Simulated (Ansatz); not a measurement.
**AlN: consecutive steps of a trajectory**

Computed with Ansatz, DFT PBE, scalar-relativistic, plane waves, PAW. The runs took a 420 eV cutoff, a shifted (0.5, 0.5, 0.5 steps) 2×2×2 mesh and Fermi–Dirac smearing (0.16 eV). The mesh is coarse. No spin polarisation.

16 atoms, starting at 1.06 times the perfect crystal's volume (space group P6_3/mmc, the cell as given, not relaxed at this level); Nosé–Hoover thermostat at 1800 K, fixed cell; 116 steps of 1 fs. The run is short and not equilibrated.

Positions in Å, velocities in 0.01 Å/fs, forces in eV/Å; dE is the potential energy from the first frame shown.

```xyz
16
Lattice="3.3771 0.0000 -4.2697 3.3771 0.0000 4.2697 0.0000 -5.8493 0.0000" Properties=species:S:1:pos:R:3:v100:R:3:forces:R:3 pbc="T T T" time_fs=39.00 dE_eV=0.0000 T_K=843
Al    5.1769   -0.8822   -1.1566    0.2172   -0.0464   -0.0761   -2.0187   -0.8193    1.0508
Al    3.3922   -3.9402   -1.2873    0.8816    0.9107    0.0807    0.7692   -0.3928    0.5573
Al    1.6518   -1.0522   -1.1787   -0.5714   -0.2546   -0.1865    1.5642    0.0172    0.0219
Al    3.2786   -3.9261    3.3204   -0.5736    0.8068   -0.0295    0.9389    0.6006   -0.2968
Al    3.3572   -2.0038    1.0399    0.2386   -0.3845   -0.0565    0.3172   -0.0320   -0.0599
Al    1.7593   -4.8250    0.8850    0.0713    0.3973   -0.3405    0.2661    0.8394    0.4925
Al    3.4373   -1.7806   -3.3773    0.3217   -0.7179    0.4273   -0.2565   -1.3208    1.9255
Al    4.8850   -4.9579    1.1497   -0.5600    0.6672    0.2573    1.2346    0.8983   -0.6588
N     1.7155   -0.7828    1.2284   -0.2000   -0.3438    0.3760   -0.1962   -2.3830   -0.9950
N     3.5037   -3.9305   -3.1447   -0.6116   -0.8155   -0.9438   -0.8786    1.1914   -0.7034
N     5.0627   -1.0379    1.0984    0.0747    0.3883   -0.2325   -0.1004    0.3167    1.7654
N     3.3566   -3.8708    1.3322   -0.0099    0.0693    0.7031   -0.6437   -0.7094   -0.0956
N     3.3261   -1.9035    3.3254   -0.4145    0.6345    0.1144    1.3891   -0.3402   -0.9290
N     5.1445   -4.9274   -0.8321    0.3161    0.0838   -0.9539   -2.4815    0.7379    0.4280
N     3.3954   -2.1682   -0.8126    0.4824   -2.7025    0.5127   -0.7824    2.7637   -1.9099
N     1.6631   -4.8323   -1.0297    0.3139    0.0306    0.2775    0.8788   -1.3678   -0.5930
16
Lattice="3.3771 0.0000 -4.2697 3.3771 0.0000 4.2697 0.0000 -5.8493 0.0000" Properties=species:S:1:pos:R:3:v100:R:3:forces:R:3 pbc="T T T" time_fs=40.00 dE_eV=0.0986 T_K=795
Al    5.1787   -0.8828   -1.1572    0.1451   -0.0740   -0.0380   -2.0312   -0.7186    1.0852
Al    3.4012   -3.9311   -1.2864    0.9089    0.8876    0.0961    0.6626   -0.9935    0.2943
Al    1.6463   -1.0547   -1.1805   -0.5160   -0.2530   -0.1858    1.5951    0.1014    0.0358
Al    3.2730   -3.9179    3.3201   -0.5391    0.8279   -0.0395    1.0472    0.4914   -0.2578
Al    3.3596   -2.0076    1.0393    0.2499   -0.3852   -0.0584    0.2897    0.0351   -0.0389
Al    1.7600   -4.8208    0.8817    0.0802    0.4250   -0.3228    0.2236    0.6643    0.5330
Al    3.4404   -1.7881   -3.3727    0.3120   -0.7652    0.4955   -0.3206   -1.2394    1.8376
Al    4.8796   -4.9510    1.1521   -0.5141    0.6987    0.2341    1.3877    0.7882   -0.6644
N     1.7134   -0.7870    1.2319   -0.2125   -0.5062    0.3048   -0.1548   -2.3071   -1.0915
N     3.4973   -3.9382   -3.1544   -0.6729   -0.7308   -0.9881   -0.8649    1.3127   -0.5297
N     5.0634   -1.0339    1.0967    0.0673    0.4088   -0.1107   -0.1193    0.2577    1.7812
N     3.3562   -3.8704    1.3393   -0.0551    0.0217    0.6973   -0.6673   -0.6763   -0.1124
N     3.3224   -1.8972    3.3263   -0.3162    0.6084    0.0521    1.4861   -0.4551   -0.8819
N     5.1468   -4.9263   -0.8415    0.1415    0.1343   -0.9232   -2.5990    0.7223    0.5167
N     3.3999   -2.1943   -0.8081    0.4282   -2.4965    0.3839   -0.8167    3.3614   -1.8551
N     1.6666   -4.8324   -1.0271    0.3752   -0.0629    0.2351    0.8817   -1.3445   -0.6519
16
Lattice="3.3771 0.0000 -4.2697 3.3771 0.0000 4.2697 0.0000 -5.8493 0.0000" Properties=species:S:1:pos:R:3:v100:R:3:forces:R:3 pbc="T T T" time_fs=41.00 dE_eV=0.1949 T_K=749
Al    5.1798   -0.8837   -1.1574    0.0727   -0.0981    0.0012   -2.0320   -0.6173    1.1090
Al    3.4104   -3.9224   -1.2854    0.9325    0.8421    0.1018    0.5552   -1.6506    0.0131
Al    1.6414   -1.0572   -1.1824   -0.4595   -0.2482   -0.1846    1.6164    0.1932    0.0550
Al    3.2678   -3.9095    3.3196   -0.5012    0.8450   -0.0481    1.1323    0.3731   -0.2192
Al    3.3622   -2.0115    1.0387    0.2602   -0.3835   -0.0596    0.2593    0.1035   -0.0250
Al    1.7609   -4.8165    0.8786    0.0874    0.4462   -0.3037    0.1701    0.4729    0.5697
Al    3.4435   -1.7959   -3.3674    0.3000   -0.8096    0.5603   -0.3855   -1.1566    1.7309
Al    4.8747   -4.9439    1.1543   -0.4629    0.7262    0.2109    1.5329    0.6716   -0.6588
N     1.7113   -0.7929    1.2345   -0.2221   -0.6626    0.2274   -0.1109   -2.2010   -1.1704
N     3.4903   -3.9451   -3.1645   -0.7329   -0.6380   -1.0206   -0.8371    1.4206   -0.3553
N     5.0641   -1.0298    1.0962    0.0587    0.4252    0.0115   -0.1335    0.1932    1.7690
N     3.3555   -3.8704    1.3462   -0.1018   -0.0233    0.6902   -0.6855   -0.6305   -0.1340
N     3.3197   -1.8913    3.3265   -0.2119    0.5745   -0.0063    1.5568   -0.5617   -0.8159
N     5.1473   -4.9247   -0.8506   -0.0402    0.1837   -0.8870   -2.6795    0.7047    0.5869
N     3.4040   -2.2181   -0.8049    0.3721   -2.2479    0.2603   -0.8354    3.9941   -1.7538
N     1.6706   -4.8335   -1.0250    0.4366   -0.1545    0.1889    0.8762   -1.3090   -0.7011
16
Lattice="3.3771 0.0000 -4.2697 3.3771 0.0000 4.2697 0.0000 -5.8493 0.0000" Properties=species:S:1:pos:R:3:v100:R:3:forces:R:3 pbc="T T T" time_fs=42.00 dE_eV=0.2843 T_K=706
Al    5.1802   -0.8848   -1.1572    0.0003   -0.1186    0.0411   -2.0203   -0.5196    1.1214
Al    3.4199   -3.9143   -1.2844    0.9524    0.7724    0.0973    0.4476   -2.3385   -0.2752
Al    1.6371   -1.0597   -1.1842   -0.4023   -0.2401   -0.1825    1.6324    0.2899    0.0803
Al    3.2630   -3.9010    3.3191   -0.4606    0.8578   -0.0554    1.1929    0.2464   -0.1820
Al    3.3648   -2.0153    1.0381    0.2695   -0.3793   -0.0605    0.2259    0.1728   -0.0167
Al    1.7618   -4.8119    0.8756    0.0925    0.4604   -0.2834    0.1063    0.2705    0.6003
Al    3.4464   -1.8043   -3.3615    0.2856   -0.8511    0.6213   -0.4508   -1.0719    1.6084
Al    4.8704   -4.9365    1.1563   -0.4065    0.7496    0.1880    1.6679    0.5497   -0.6436
N     1.7090   -0.8003    1.2364   -0.2286   -0.8112    0.1452   -0.0643   -2.0693   -1.2281
N     3.4826   -3.9510   -3.1748   -0.7907   -0.5382   -1.0413   -0.7946    1.5133   -0.1844
N     5.0646   -1.0254    1.0969    0.0493    0.4370    0.1321   -0.1419    0.1243    1.7299
N     3.3542   -3.8708    1.3531   -0.1497   -0.0649    0.6814   -0.6975   -0.5738   -0.1615
N     3.3182   -1.8858    3.3261   -0.1036    0.5337   -0.0597    1.5973   -0.6577   -0.7342
N     5.1460   -4.9226   -0.8592   -0.2264    0.2321   -0.8465   -2.7205    0.6859    0.6406
N     3.4074   -2.2393   -0.8029    0.3150   -1.9549    0.1446   -0.8429    4.6394   -1.6164
N     1.6753   -4.8355   -1.0234    0.4974   -0.2434    0.1397    0.8626   -1.2614   -0.7386
16
Lattice="3.3771 0.0000 -4.2697 3.3771 0.0000 4.2697 0.0000 -5.8493 0.0000" Properties=species:S:1:pos:R:3:v100:R:3:forces:R:3 pbc="T T T" time_fs=43.00 dE_eV=0.3606 T_K=670
Al    5.1798   -0.8860   -1.1566   -0.0716   -0.1358    0.0813   -1.9955   -0.4291    1.1221
Al    3.4295   -3.9070   -1.2835    0.9685    0.6781    0.0826    0.3394   -3.0201   -0.5564
Al    1.6334   -1.0620   -1.1860   -0.3445   -0.2284   -0.1795    1.6465    0.3887    0.1126
Al    3.2586   -3.8924    3.3185   -0.4182    0.8661   -0.0614    1.2283    0.1125   -0.1473
Al    3.3676   -2.0191    1.0375    0.2775   -0.3727   -0.0611    0.1891    0.2431   -0.0118
Al    1.7627   -4.8072    0.8729    0.0952    0.4673   -0.2621    0.0332    0.0624    0.6226
Al    3.4492   -1.8130   -3.3550    0.2689   -0.8897    0.6777   -0.5162   -0.9844    1.4732
Al    4.8666   -4.9289    1.1581   -0.3455    0.7686    0.1658    1.7904    0.4236   -0.6204
N     1.7067   -0.8091    1.2374   -0.2318   -0.9503    0.0596   -0.0151   -1.9164   -1.2621
N     3.4744   -3.9558   -3.1853   -0.8452   -0.4323   -1.0506   -0.7372    1.5891   -0.0201
N     5.0651   -1.0210    1.0988    0.0396    0.4440    0.2495   -0.1439    0.0524    1.6649
N     3.3525   -3.8717    1.3598   -0.1983   -0.1023    0.6705   -0.7022   -0.5080   -0.1956
N     3.3177   -1.8806    3.3253    0.0066    0.4866   -0.1073    1.6044   -0.7406   -0.6402
N     5.1428   -4.9201   -0.8675   -0.4145    0.2792   -0.8027   -2.7200    0.6663    0.6799
N     3.4103   -2.2572   -0.8020    0.2576   -1.6177    0.0389   -0.8423    5.2625   -1.4583
N     1.6806   -4.8384   -1.0222    0.5572   -0.3289    0.0882    0.8412   -1.2019   -0.7629
16
Lattice="3.3771 0.0000 -4.2697 3.3771 0.0000 4.2697 0.0000 -5.8493 0.0000" Properties=species:S:1:pos:R:3:v100:R:3:forces:R:3 pbc="T T T" time_fs=44.00 dE_eV=0.4162 T_K=644
Al    5.1788   -0.8875   -1.1555   -0.1425   -0.1501    0.1215   -1.9574   -0.3495    1.1108
Al    3.4392   -3.9007   -1.2827    0.9808    0.5603    0.0583    0.2291   -3.6479   -0.8132
Al    1.6302   -1.0642   -1.1878   -0.2861   -0.2133   -0.1751    1.6616    0.4870    0.1525
Al    3.2546   -3.8837    3.3179   -0.3750    0.8695   -0.0663    1.2392   -0.0266   -0.1161
Al    3.3704   -2.0227    1.0369    0.2841   -0.3635   -0.0616    0.1489    0.3146   -0.0079
Al    1.7637   -4.8026    0.8704    0.0951    0.4668   -0.2402   -0.0477   -0.1469    0.6346
Al    3.4518   -1.8221   -3.3480    0.2499   -0.9253    0.7294   -0.5813   -0.8933    1.3288
Al    4.8635   -4.9211    1.1597   -0.2802    0.7831    0.1444    1.8979    0.2945   -0.5907
N     1.7044   -0.8193    1.2376   -0.2316   -1.0787   -0.0276    0.0370   -1.7465   -1.2703
N     3.4657   -3.9596   -3.1958   -0.8954   -0.3217   -1.0489   -0.6655    1.6463    0.1351
N     5.0654   -1.0166    1.1019    0.0299    0.4461    0.3617   -0.1392   -0.0209    1.5750
N     3.3502   -3.8729    1.3665   -0.2470   -0.1351    0.6571   -0.6985   -0.4357   -0.2368
N     3.3183   -1.8760    3.3240    0.1162    0.4342   -0.1481    1.5757   -0.8090   -0.5374
N     5.1377   -4.9171   -0.8753   -0.6015    0.3250   -0.7567   -2.6767    0.6452    0.7074
N     3.4125   -2.2716   -0.8021    0.2003   -1.2391   -0.0561   -0.8358    5.8187   -1.2988
N     1.6865   -4.8421   -1.0216    0.6155   -0.4100    0.0354    0.8126   -1.1302   -0.7729
16
Lattice="3.3771 0.0000 -4.2697 3.3771 0.0000 4.2697 0.0000 -5.8493 0.0000" Properties=species:S:1:pos:R:3:v100:R:3:forces:R:3 pbc="T T T" time_fs=45.00 dE_eV=0.4432 T_K=633
Al    5.1770   -0.8890   -1.1541   -0.2119   -0.1618    0.1611   -1.9063   -0.2834    1.0875
Al    3.4491   -3.8958   -1.2823    0.9892    0.4216    0.0255    0.1132   -4.1690   -1.0272
Al    1.6277   -1.0663   -1.1895   -0.2269   -0.1946   -0.1692    1.6799    0.5824    0.2004
Al    3.2511   -3.8750    3.3172   -0.3317    0.8680   -0.0701    1.2275   -0.1681   -0.0895
Al    3.3733   -2.0263    1.0362    0.2893   -0.3518   -0.0620    0.1053    0.3878   -0.0025
Al    1.7646   -4.7979    0.8681    0.0921    0.4589   -0.2180   -0.1343   -0.3539    0.6346
Al    3.4542   -1.8315   -3.3404    0.2285   -0.9577    0.7759   -0.6456   -0.7977    1.1788
Al    4.8610   -4.9133    1.1610   -0.2113    0.7931    0.1243    1.9880    0.1638   -0.5557
N     1.7021   -0.8307    1.2369   -0.2276   -1.1953   -0.1146    0.0920   -1.5631   -1.2518
N     3.4565   -3.9623   -3.2063   -0.9404   -0.2076   -1.0370   -0.5806    1.6839    0.2800
N     5.0656   -1.0121    1.1060    0.0208    0.4431    0.4672   -0.1278   -0.0937    1.4614
N     3.3475   -3.8744    1.3730   -0.2953   -0.1628    0.6406   -0.6849   -0.3593   -0.2855
N     3.3200   -1.8720    3.3223    0.2229    0.3776   -0.1818    1.5099   -0.8616   -0.4294
N     5.1308   -4.9136   -0.8826   -0.7844    0.3694   -0.7090   -2.5897    0.6207    0.7256
N     3.4143   -2.2820   -0.8032    0.1435   -0.8255   -0.1409   -0.8240    6.2576   -1.1591
N     1.6929   -4.8466   -1.0215    0.6717   -0.4860   -0.0176    0.7772   -1.0462   -0.7676
```

Q: What is the next frame?

A:
```xyz
16
Lattice="3.3771 0.0000 -4.2697 3.3771 0.0000 4.2697 0.0000 -5.8493 0.0000" Properties=species:S:1:pos:R:3:v100:R:3:forces:R:3 pbc="T T T" time_fs=46.00 dE_eV=0.4348 T_K=641
Al    5.1745   -0.8907   -1.1523   -0.2796   -0.1714    0.1998   -1.8430   -0.2328    1.0527
Al    3.4590   -3.8923   -1.2822    0.9932    0.2668   -0.0140   -0.0141   -4.5329   -1.1819
Al    1.6257   -1.0681   -1.1912   -0.1669   -0.1726   -0.1614    1.7026    0.6726    0.2567
Al    3.2480   -3.8663    3.3165   -0.2891    0.8615   -0.0731    1.1955   -0.3089   -0.0684
Al    3.3762   -2.0298    1.0356    0.2929   -0.3374   -0.0620    0.0584    0.4628    0.0062
Al    1.7655   -4.7934    0.8660    0.0859    0.4437   -0.1961   -0.2241   -0.5555    0.6214
Al    3.4564   -1.8412   -3.3324    0.2048   -0.9866    0.8172   -0.7087   -0.6965    1.0266
Al    4.8592   -4.9053    1.1621   -0.1394    0.7984    0.1054    2.0587    0.0326   -0.5163
N     1.6998   -0.8432    1.2353   -0.2198   -1.2992   -0.1997    0.1494   -1.3694   -1.2069
N     3.4469   -3.9638   -3.2165   -0.9793   -0.0914   -1.0155   -0.4840    1.7004    0.4138
N     5.0658   -1.0077    1.1112    0.0126    0.4353    0.5644   -0.1101   -0.1644    1.3254
N     3.3443   -3.8761    1.3793   -0.3424   -0.1853    0.6204   -0.6604   -0.2816   -0.3414
N     3.3228   -1.8685    3.3204    0.3240    0.3178   -0.2080    1.4075   -0.8982   -0.3195
N     5.1220   -4.9097   -0.8895   -0.9603    0.4120   -0.6602   -2.4579    0.5900    0.7370
N     3.4154   -2.2881   -0.8050    0.0877   -0.3864   -0.2177   -0.8056    6.5316   -1.0586
N     1.6999   -4.8518   -1.0220    0.7254   -0.5560   -0.0699    0.7357   -0.9498   -0.7468
```

Cost: 1 run of about 4.1 core-minutes (earlier runs that led there not counted), on Arm Neoverse V2 (shared hosts).